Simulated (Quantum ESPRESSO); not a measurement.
An input for Quantum ESPRESSO 7.5 (Ge):

The input pw.in:

```
&CONTROL
  calculation = 'scf'
  prefix = 'pwscf'
  outdir = './tmp'
  pseudo_dir = './pseudo'
  tprnfor = .true.
  tstress = .true.
  disk_io = 'low'
/
&SYSTEM
  ibrav = 0
  nat = 4
  ntyp = 1
  ecutwfc = 78
  nbnd = 38
  occupations = 'smearing'
  smearing = 'mv'
  degauss = 0.00999582
  vdw_corr = 'grimme-d3'
  dftd3_version = 6
  lspinorb = .true.
/
&ELECTRONS
  conv_thr = 8d-10
  electron_maxstep = 100
  mixing_beta = 0.5
/
ATOMIC_SPECIES
Ge    72.6300 Ge.upf
CELL_PARAMETERS angstrom
   2.4348139000   -2.6600080200   -0.7355761200
  -2.4495805100   -3.0404330900    1.4117310400
  -2.9457841800    3.3930514000   -4.4465655000
ATOMIC_POSITIONS crystal
Ge     0.7213419100    0.7051757600    0.0342245700
Ge     0.3010783400    0.7107773100    0.5092172700
Ge     0.7560276300    0.3064193400    0.5014726300
Ge     0.2215521200    0.2776276000    0.9550855400
K_POINTS automatic
5 4 3 0 0 0
```

Potentials or basis: PseudoDojo 0.5 SR PBE standard.

Run with:

```console
$ OMP_NUM_THREADS=1 pw.x -in pw.in > pw.out
```

Q: How does this run end?

A: The run stopped without a result. It printed:

pw.out:

```text
This program is part of the open-source Quantum ESPRESSO suite
     for quantum simulation of materials; please cite
         "P. Giannozzi et al., J. Phys.:Condens. Matter 21 395502 (2009);
         "P. Giannozzi et al., J. Phys.:Condens. Matter 29 465901 (2017);
         "P. Giannozzi et al., J. Chem. Phys. 152 154105 (2020);
     in publications or presentations arising from this work. More details at

 %%%%%%%%%%%%%%%%%%%%%%%%%%%%%%%%%%%%%%%%%%%%%%%%%%%%%%%%%%%%%%%%%%%%%%%%%%%%%%
     Error in routine setup (1):
     spin orbit requires a non collinear calculation
 %%%%%%%%%%%%%%%%%%%%%%%%%%%%%%%%%%%%%%%%%%%%%%%%%%%%%%%%%%%%%%%%%%%%%%%%%%%%%%

     stopping ...
```
